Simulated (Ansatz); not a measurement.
# BaTiO3 (Pm-3m): bands and screening cutoff converge together

Can the band sum of G0W0 be converged at a fixed screening cutoff? A test on BaTiO3 (Pm-3m).

Program: Ansatz 0.2.0. Level of theory: G0W0 on PBE, plane waves, PAW; PAW set soft_1. Results are calculated unless marked as measured.

### Step 1. The starting structure

It takes space group Pm-3m (No. 221, cubic). The conventional cell has a = 4.006 Å, b = 4.006 Å, c = 4.006 Å, α = 90.00°, β = 90.00°, γ = 90.00°. Nearest to Ba lie 12 O at 2.83 Å. Ti has 6 O at 2.00 Å nearest. O has 2 Ti at 2.00 Å and 4 Ba at 2.83 Å nearest. Farther neighbours and most contacts between anions are not listed.

The cell and positions come from the Crystallography Open Database and are kept as given unless a step says otherwise. Spin-orbit coupling is left out unless a step names it.

### Step 2. 51 empty bands, screening to 50 eV

Now the one-shot GW correction: screening in the RPA, then the self-energy of the levels asked for. This step takes PAW set soft_1 files.

Contents of input.yaml:

```yaml
crystal:
  lattice:
    - [4.006, 0.0, 0.0]
    - [0.0, 4.006, 0.0]
    - [0.0, 0.0, 4.006]
  atoms:
    - { symbol: Ba, position: [0.5, 0.5, 0.5] }
    - { symbol: Ti, position: [0.0, 0.0, 0.0] }
    - { symbol: O, position: [0.5, 0.0, 0.0] }
    - { symbol: O, position: [0.0, 0.5, 0.0] }
    - { symbol: O, position: [0.0, 0.0, 0.5] }
kpoints:
  mp_grid: { grid: [4, 4, 4] }
hamiltonian:
  xc: pbe
  pseudopotentials: { kind: paw, azcp: { folder: soft_1 } }
scf:
  occupations: { method: fixed }
gw:
  n_empty_bands: 51
  ecut_chi: 50
  qp_bands: [v2, c2]
  qp_kpoints: band_edges
  screening: { model: contour_deformation }
```

Started as:

```bash
> ansatz run input.yaml --threads 2 --pin off --max-ram 73728MiB --backend cuda --events-out ev --progress --plain --runs-dir out --devices 1 --max-vram 13GiB
```

Numbers of over 12 decimals in the logs are rounded to 6 here.

The log of the run:

```text
GPUs: using 1 of 1 available (devices: 1).
Engine: ansatz 0.2.0, x86_64-unknown-linux-gnu
Pseudopotentials: kind: paw
Pseudopotential: Ba, paw, valence charge 10, recommended cutoff 420 eV (normal), soft_1/Ba.paw.azcp
Pseudopotential: Ti, paw, valence charge 12, recommended cutoff 420 eV (normal), soft_1/Ti.paw.azcp
Pseudopotential: O, paw, valence charge 6, recommended cutoff 420 eV (normal), soft_1/O.paw.azcp
Functional definition: PBE
  parameter kappa = 0.804
  parameter beta = 0.066725
  exchange = pbe_x(kappa = kappa, mu = beta*pi^2/3)
  correlation = pbe_c(beta = beta)
device memory: the entry about to start is reckoned to put 0.6 GiB on a device that reports 35.8 GiB free (of which the cap on the GPU budget leaves the run 13.0 GiB)
GPU FFT provider: cuFFT
GPU libraries: cuBLAS 13.8.2, cuFFT 12.4.0, cuSOLVER 12.3.4
Crystal: 5 atoms, lattice volume = 64.288 Å³
Basis set: ecut = 420 eV, 1237 PW (Γ)
Bands: 25, of which v1, the nominal top of the filled ones, is band 20 counted from 1 (19 counted from 0)
Symmetry: 48 space group operations
Space group: Pm-3m (ITA 221), of the structure as read, at distance tolerance 4.0e-5 Å
k-points: 10 of 64
Non-local potential: Ba, projectors of the file, l = 0: 3, l = 1: 2, l = 2: 2, l = 3: 2
Non-local potential: Ti, projectors of the file, l = 0: 3, l = 1: 2, l = 2: 3, l = 3: 1
Non-local potential: O, projectors of the file, l = 0: 2, l = 1: 2, l = 2: 1
PAW form: soft (Blöchl's): semilocal exchange-correlation on the pseudo side does not see the compensation charge
PAW one-centre angular grid: Ba, 194 points (default); XC on 64 Gauss nodes
PAW one-centre angular grid: Ti, 590 points (default); XC on 64 Gauss nodes
PAW one-centre angular grid: O, 110 points (default); XC on 64 Gauss nodes
Initial density: superposition of atomic densities (chi_scale 0.1, normalization cell, long waves kept (reshape's long-wave potential 0.00 eV rms))
Initial wavefunctions: pseudopotential atomic-orbital guess
GPU buffer pool allocated for 19683 grid points (all kernels)
GPU transforms: local potential and band sums: pruned to the plane-wave sphere, on 27×27×27
Functional: x = pbe(κ = 0.804, μ = 0.219515), c = pbe(β = 0.066725)
SCF iter   1: F=—  HF=-10160.049957 eV  |F-HF|=—  |Δ(HF+E_count)|=         —  Δρ=5.09e-2  dr2=2.06e0  ethr=3.10e-3  ⟨swp⟩=4.5  Hψ=957  notcnv=0  defer=17
preconditioner: auto → Resta (q_TF=auto, 2.521 Å⁻¹)  ε∞=5.8  [insulator: Δε(μ)=2.348 eV  Ē_g=11.561 eV  n_scr=18 (ndim 8)  ℏωp=25.4 eV  f_vac=0.000  ε∞_Penn≈5.8]
SCF iter   2: F=—  HF=-10159.753018 eV  |F-HF|=—  |Δ(HF+E_count)|=   2.97e-1  Δρ=2.44e-2  dr2=4.40e-1  ethr=3.10e-3  ⟨swp⟩=3.1  Hψ=526  notcnv=0  defer=11
SCF iter   3: F=—  HF=-10159.723390 eV  |F-HF|=—  |Δ(HF+E_count)|=   2.96e-2  Δρ=1.23e-2  dr2=1.18e-1  ethr=1.10e-3  ⟨swp⟩=2.0  Hψ=430  notcnv=0  defer=20
SCF iter   4: F=—  HF=-10159.719728 eV  |F-HF|=—  |Δ(HF+E_count)|=   3.66e-3  Δρ=8.62e-3  dr2=4.58e-2  ethr=2.96e-4  ⟨swp⟩=2.0  Hψ=416  notcnv=0  defer=21
SCF iter   5: F=—  HF=-10159.715141 eV  |F-HF|=—  |Δ(HF+E_count)|=   4.59e-3  Δρ=1.93e-3  dr2=2.14e-3  ethr=1.14e-4  ⟨swp⟩=2.0  Hψ=356  notcnv=0  defer=24
SCF iter   6: F=—  HF=-10159.715896 eV  |F-HF|=—  |Δ(HF+E_count)|=   7.55e-4  Δρ=3.59e-4  dr2=8.45e-5  ethr=5.34e-6  ⟨swp⟩=2.0  Hψ=373  notcnv=0  defer=25
SCF iter   7: F=—  HF=-10159.715938 eV  |F-HF|=—  |Δ(HF+E_count)|=   4.25e-5  Δρ=5.16e-5  dr2=1.58e-6  ethr=2.11e-7  ⟨swp⟩=2.4  Hψ=402  notcnv=0  defer=17
SCF iter   8: F=-10159.715939 eV  HF=-10159.715939 eV  |F-HF|=4.77e-8  |Δ(HF+E_count)|=   1.09e-6  Δρ=9.41e-6  dr2=7.39e-8  ethr=2.50e-10  ⟨swp⟩=6.9  Hψ=1171  notcnv=0
SCF 1 converged in 8 iterations: F = -10159.715939 eV  dr2 = 7.39e-8
[...]
device memory: the entry about to start is reckoned to put 0.7 GiB on a device that reports 35.8 GiB free (of which the cap on the GPU budget leaves the run 13.0 GiB)
[...]
eigenvalues of the whole cell's RPA ε∞ on this k-mesh (on a slab, of 1 + 4πα/V) = 7.1019, 7.1019, 7.1019; static W/v taken at q = 0 is 0.140808
  bands read: the sum over 71 bands ends inside a degenerate multiplet in 2 slots, whose members it reads at an even weight; the widest, k=9: bands 70 to 72 (counted from 1) at 2/3 each
  gw.qp_kpoints: band_edges: 9 of 10 stored k-points solved, in 1 pass; an edge of the gap read off the rows below is read off those points alone
    valence top: of the k-points left out ik 6 came nearest to being solved in a further pass, in band 20 (counted from 1, as in the quasiparticle table): it holds the edge there only if its correction is more favourable than any solved in that band by at least 0.538 eV; those differ by 0.102 eV
    conduction bottom: of the k-points left out ik 6 came nearest to being solved in a further pass, in band 21 (counted from 1, as in the quasiparticle table): it holds the edge there only if its correction is more favourable than any solved in that band by at least 1.385 eV; those differ by 0.047 eV
  `?` marks the rows in doubt; gw_qp.tsv's column doubts and the gw_qp event give each row's grounds
    ik  band        ε_KS         Σx   Σc(E_QP)       V_xc       Z   E_QP_lin       E_QP  E_QP is
     0    19     10.1341   -26.0321     4.9019   -21.2782  0.7287    10.2817    10.2822  root
     0    20     10.1341   -26.0321     4.9019   -21.2782  0.7287    10.2817    10.2822  root
     0    21     12.0283   -12.6294    -5.9617   -20.2840  0.7340    13.8206    13.7213  root
     0    22     12.0283   -12.6294    -5.9617   -20.2840  0.7340    13.8206    13.7213  root
     1    19      9.8070   -25.6946     4.8547   -20.9726  0.7252     9.9394     9.9398  root
     1    20      9.8070   -25.6946     4.8547   -20.9726  0.7252     9.9394     9.9398  root
     1    21     12.0900   -12.7517    -6.0551   -20.5201  0.7315    13.9107    13.8032  root ?
     1    22     12.9724   -14.1585    -5.9230   -21.7815  0.7129    14.7889    14.6722  root ?
     2    19      9.5693   -25.7420     5.0299   -20.8008  0.7225     9.6578     9.6581  root
     2    20      9.5693   -25.7420     5.0299   -20.8008  0.7225     9.6578     9.6581  root
     2    21     12.1541   -12.8869    -6.1548   -20.7773  0.7287    14.0050    13.8896  root ?
     2    22     13.7397   -14.7923    -6.5048   -23.0285  0.6890    15.6245    15.4711  root ?
     3    19      9.3283   -25.0672     4.6192   -20.5857  0.7219     9.4656     9.4660  root
     3    20      9.7879   -25.4639     5.0227   -20.5136  0.7175     9.8602     9.8604  root
     3    21     12.9293   -13.9676    -6.0224   -21.7040  0.7140    14.7625    14.6432  root ?
     3    22     13.0634   -14.3127    -6.0351   -22.0627  0.7090    14.9024    14.7782  root ?
     4    19      9.1662   -24.8910     5.0717   -19.8373  0.7084     9.1842     9.1842  root
     4    20      9.7684   -25.2167     5.0907   -20.1726  0.7142     9.8150     9.8151  root
     4    21     13.0238   -14.1504    -6.1218   -22.0001  0.7100    14.8785    14.7515  root ?
     4    22     13.7484   -14.7581    -6.5662   -23.0608  0.6885    15.6408    15.4849  root ?
     5    19      9.4061   -25.2060     5.0912   -20.1102  0.7140     9.4015     9.4015  root
     5    20     10.1889   -25.7270     5.1774   -20.6359  0.7178    10.2750    10.2753  root
     5    21     13.7583   -14.7451    -6.6123   -23.0977  0.6878    15.6564    15.4987  root ?
     5    22     13.7583   -14.7451    -6.6123   -23.0977  0.6878    15.6564    15.4987  root ?
     7    19      9.6704   -25.1242     5.1468   -19.9973  0.7131     9.6903     9.6903  root
     7    20      9.7558   -25.0658     5.1092   -20.0029  0.7129     9.8021     9.8022  root
     7    21     13.5243   -14.3809    -6.4208   -22.5335  0.6980    15.3975    15.2561  root ?
     7    22     13.9560   -14.2508    -6.8567   -22.8412  0.6868    15.8517    15.6896  root ?
     8    19      9.7354   -25.2357     5.1515   -20.1163  0.7140     9.7675     9.7675  root
     8    20     10.2132   -25.7866     5.1781   -20.7033  0.7180    10.3078    10.3080  root
     8    21     14.0599   -14.7032    -6.8579   -23.2981  0.6814    15.9645    15.7969  root ?
     8    22     14.0599   -14.7032    -6.8579   -23.2981  0.6814    15.9645    15.7969  root ?
     9    19     10.2372   -25.8486     5.1794   -20.7734  0.7182    10.3412    10.3415  root
     9    20     10.2372   -25.8486     5.1794   -20.7734  0.7182    10.3412    10.3415  root
     9    21     14.4133   -14.7030    -7.2619   -23.7019  0.6672    16.3290    16.1502  root ?
     9    22     14.4133   -14.7030    -7.2619   -23.7019  0.6672    16.3290    16.1502  root ?
[key lines of the parts left out:]
SCF converged after 8 iterations
Free energy (F): -10159.715939 eV
Fermi energy:    10.237247 eV
```

It took 6.7 s on 1 × NVIDIA H100 80GB HBM3 (shared by 6 runs) with 2 threads of AMD EPYC 7R13 (Zen 3), shared host; peak memory 1 GiB; 5.4 s of CPU time.

Reading the cycles: dr2 is the Hartree energy of the density residual (eV), the measure of convergence; HF is the Harris–Foulkes estimate of the energy, which meets the free energy F at convergence.

Numbers from this step:

```
bands summed                                 : 71
RPA ε∞ on this mesh (eigenvalues)            : 7.102, 7.102, 7.102
plane waves in the screening matrix          : 57
q-points in the mesh                         : 64
G0W0 gap on the mesh                         : 3.380 eV
k of the valence top                         : -0.5, -0.5, -0.5
k of the conduction bottom                   : 0, 0, 0
starting gap on the mesh                     : 1.791 eV
Z at the valence top                         : 0.7182
Z at the conduction bottom                   : 0.7340
least direct G0W0 gap on the computed points : 3.439 eV
```

The gap on the mesh goes from 1.79 eV to 3.38 eV, a correction of +1.59 eV. Between the two edge states, bare exchange in place of the xc potential would open the gap by 12.73 eV, and correlation takes back 11.14 eV.

### Step 3. 268 empty bands, screening to 50 eV

Edit input.yaml of step 2 so:

```diff
@@ -19,3 +19,3 @@
 gw:
-  n_empty_bands: 51
+  n_empty_bands: 268
   ecut_chi: 50
```

The log of the run:

```text
GPUs: using 1 of 1 available (devices: 1).
[...]
GPU FFT provider: cuFFT
GPU libraries: cuBLAS 13.8.2, cuFFT 12.4.0, cuSOLVER 12.3.4
Crystal: 5 atoms, lattice volume = 64.288 Å³
Basis set: ecut = 420 eV, 1237 PW (Γ)
Bands: 25, of which v1, the nominal top of the filled ones, is band 20 counted from 1 (19 counted from 0)
Symmetry: 48 space group operations
[...]
k-points: 10 of 64
[...]
8    22     14.0599   -14.7032    -7.1487   -23.2981  0.6830    15.6038    15.5062  root
     9    19     10.2372   -25.8486     4.9297   -20.7734  0.7190    10.0913    10.0917  root
     9    20     10.2372   -25.8486     4.9297   -20.7734  0.7190    10.0913    10.0917  root
     9    21     14.4133   -14.7030    -7.5442   -23.7019  0.6690    15.9745    15.8679  root ?
     9    22     14.4133   -14.7030    -7.5442   -23.7019  0.6690    15.9745    15.8679  root ?
[key lines of the parts left out:]
SCF converged after 8 iterations
Free energy (F): -10159.715939 eV
Fermi energy:    10.237247 eV
```

It took 9.2 s on 1 × NVIDIA H100 80GB HBM3 (shared by 6 runs) with 2 threads; peak memory 1.2 GiB; 6.9 s of CPU time.

This step gave:

```
bands summed                                 : 288
RPA ε∞ on this mesh (eigenvalues)            : 7.118, 7.118, 7.118
plane waves in the screening matrix          : 57
G0W0 gap on the mesh                         : 3.286 eV
k of the valence top                         : -0.5, -0.5, -0.5
k of the conduction bottom                   : 0, 0, 0
starting gap on the mesh                     : 1.791 eV
least direct G0W0 gap on the computed points : 3.365 eV
```

Against the run with 4×4×4 mesh, 51 empty bands, screening to 50 eV, PAW set soft_1 files, the gap moves by −0.09 eV.

### Step 4. 145 empty bands, screening to 100 eV

Another rung: the empty bands reach about as high as the screening cutoff, so the two stay in balance.

Edit input.yaml of step 3 so:

```diff
@@ -19,4 +19,4 @@
 gw:
-  n_empty_bands: 268
-  ecut_chi: 50
+  n_empty_bands: 145
+  ecut_chi: 100
   qp_bands: [v2, c2]
```

The log of the run:

```text
GPUs: using 1 of 1 available (devices: 1).
[...]
GPU FFT provider: cuFFT
GPU libraries: cuBLAS 13.8.2, cuFFT 12.4.0, cuSOLVER 12.3.4
Crystal: 5 atoms, lattice volume = 64.288 Å³
Basis set: ecut = 420 eV, 1237 PW (Γ)
Bands: 25, of which v1, the nominal top of the filled ones, is band 20 counted from 1 (19 counted from 0)
Symmetry: 48 space group operations
[...]
k-points: 10 of 64
[...]
1    22     12.9724   -14.1585    -6.3606   -21.7815  0.7056    14.2840    14.2347  root
[...]
9    19     10.2372   -25.8486     4.9522   -20.7734  0.7098    10.1139    10.1142  root
     9    20     10.2372   -25.8486     4.9522   -20.7734  0.7098    10.1139    10.1142  root
     9    21     14.4133   -14.7030    -7.6966   -23.7019  0.6588    15.7997    15.7155  root
     9    22     14.4133   -14.7030    -7.6966   -23.7019  0.6588    15.7997    15.7155  root
[key lines of the parts left out:]
SCF converged after 8 iterations
Free energy (F): -10159.715939 eV
Fermi energy:    10.237247 eV
```

Run time: 11 s. Hardware: 1 × NVIDIA H100 80GB HBM3 (shared by 6 runs) with 2 threads; peak memory 1.1 GiB; 11 s of CPU time.

The G0W0 gap on the mesh is 3.153 eV.

### Step 5. 758 empty bands, screening to 100 eV

Edit input.yaml of step 4 so:

```diff
@@ -19,3 +19,3 @@
 gw:
-  n_empty_bands: 145
+  n_empty_bands: 758
   ecut_chi: 100
```

The log of the run:

```text
GPUs: using 1 of 1 available (devices: 1).
[...]
GPU FFT provider: cuFFT
GPU libraries: cuBLAS 13.8.2, cuFFT 12.4.0, cuSOLVER 12.3.4
Crystal: 5 atoms, lattice volume = 64.288 Å³
Basis set: ecut = 420 eV, 1237 PW (Γ)
Bands: 25, of which v1, the nominal top of the filled ones, is band 20 counted from 1 (19 counted from 0)
Symmetry: 48 space group operations
[...]
k-points: 10 of 64
[...]
1    22     12.9724   -14.1585    -6.5706   -21.7815  0.7056    14.0566    14.0247  root
[...]
9    19     10.2372   -25.8486     4.7812   -20.7734  0.7097     9.9412     9.9433  root
     9    20     10.2372   -25.8486     4.7812   -20.7734  0.7097     9.9412     9.9433  root
     9    21     14.4133   -14.7030    -7.8971   -23.7019  0.6588    15.5702    15.5149  root
     9    22     14.4133   -14.7030    -7.8971   -23.7019  0.6588    15.5702    15.5149  root
[key lines of the parts left out:]
SCF converged after 8 iterations
Free energy (F): -10159.715939 eV
Fermi energy:    10.237247 eV
```

The job ended after 12 s (1 × NVIDIA H100 80GB HBM3 (shared by 6 runs) with 2 threads; peak memory 1.6 GiB).

The G0W0 gap on the mesh is 3.113 eV.

### Step 6. 51 empty bands, screening to 150 eV

Edit input.yaml of step 5 so:

```diff
@@ -19,4 +19,4 @@
 gw:
-  n_empty_bands: 758
-  ecut_chi: 100
+  n_empty_bands: 51
+  ecut_chi: 150
   qp_bands: [v2, c2]
```

The log of the run:

```text
GPUs: using 1 of 1 available (devices: 1).
[...]
GPU FFT provider: cuFFT
GPU libraries: cuBLAS 13.8.2, cuFFT 12.4.0, cuSOLVER 12.3.4
Crystal: 5 atoms, lattice volume = 64.288 Å³
Basis set: ecut = 420 eV, 1237 PW (Γ)
Bands: 25, of which v1, the nominal top of the filled ones, is band 20 counted from 1 (19 counted from 0)
Symmetry: 48 space group operations
[...]
k-points: 10 of 64
[...]
8    22     14.0599   -14.7032    -6.9224   -23.2981  0.6673    15.8880    15.7324  root ?
     9    19     10.2372   -25.8486     5.3278   -20.7734  0.7050    10.4884    10.4899  root
     9    20     10.2372   -25.8486     5.3278   -20.7734  0.7050    10.4884    10.4899  root
     9    21     14.4133   -14.7030    -7.3417   -23.7019  0.6520    16.2320    16.0704  root ?
     9    22     14.4133   -14.7030    -7.3417   -23.7019  0.6520    16.2320    16.0704  root ?
[key lines of the parts left out:]
SCF converged after 8 iterations
Free energy (F): -10159.715939 eV
Fermi energy:    10.237247 eV
```

Run time: 6.7 s. Hardware: 1 × NVIDIA H100 80GB HBM3 (shared by 6 runs) with 2 threads; peak memory 1.1 GiB.

The G0W0 gap on the mesh is 3.217 eV.

### Step 7. 268 empty bands, screening to 150 eV

Edit input.yaml of step 6 so:

```diff
@@ -19,3 +19,3 @@
 gw:
-  n_empty_bands: 51
+  n_empty_bands: 268
   ecut_chi: 150
```

The log of the run:

```text
GPUs: using 1 of 1 available (devices: 1).
[...]
GPU FFT provider: cuFFT
GPU libraries: cuBLAS 13.8.2, cuFFT 12.4.0, cuSOLVER 12.3.4
Crystal: 5 atoms, lattice volume = 64.288 Å³
Basis set: ecut = 420 eV, 1237 PW (Γ)
Bands: 25, of which v1, the nominal top of the filled ones, is band 20 counted from 1 (19 counted from 0)
Symmetry: 48 space group operations
[...]
k-points: 10 of 64
[...]
1    22     12.9724   -14.1585    -6.5588   -21.7815  0.7022    14.0699    14.0365  root
[...]
9    19     10.2372   -25.8486     4.7663   -20.7734  0.7054     9.9260     9.9283  root
     9    20     10.2372   -25.8486     4.7663   -20.7734  0.7054     9.9260     9.9283  root
     9    21     14.4133   -14.7030    -7.9036   -23.7019  0.6541    15.5642    15.5085  root
     9    22     14.4133   -14.7030    -7.9036   -23.7019  0.6541    15.5642    15.5085  root
[key lines of the parts left out:]
SCF converged after 8 iterations
Free energy (F): -10159.715939 eV
Fermi energy:    10.237247 eV
```

Run time: 12 s. Hardware: 1 × NVIDIA H100 80GB HBM3 (shared by 6 runs) with 2 threads; peak memory 1.2 GiB; 14 s of CPU time.

The G0W0 gap on the mesh is 3.155 eV.

[end of part 1 of 2]

[Paths, hosts, dates, memory and timing lines, banners, echoed tables and standing remarks are left out of the program output.]

[Logs are printed without paths, hosts, clocks, repeated set-up lines and the standing remarks that a program may print on its own settings, such as how far it seeks lower states.]

[Runs of the session that timed out or met a known fault of the program may be left out.]

[Cells called generated may have been cut or substituted from an entry of the Crystallography Open Database or the Materials Project.]

[Hosts, paths, dates, database ids (printed as entryN), source tags and the programs' standing remarks are cut or masked in the printed files.]
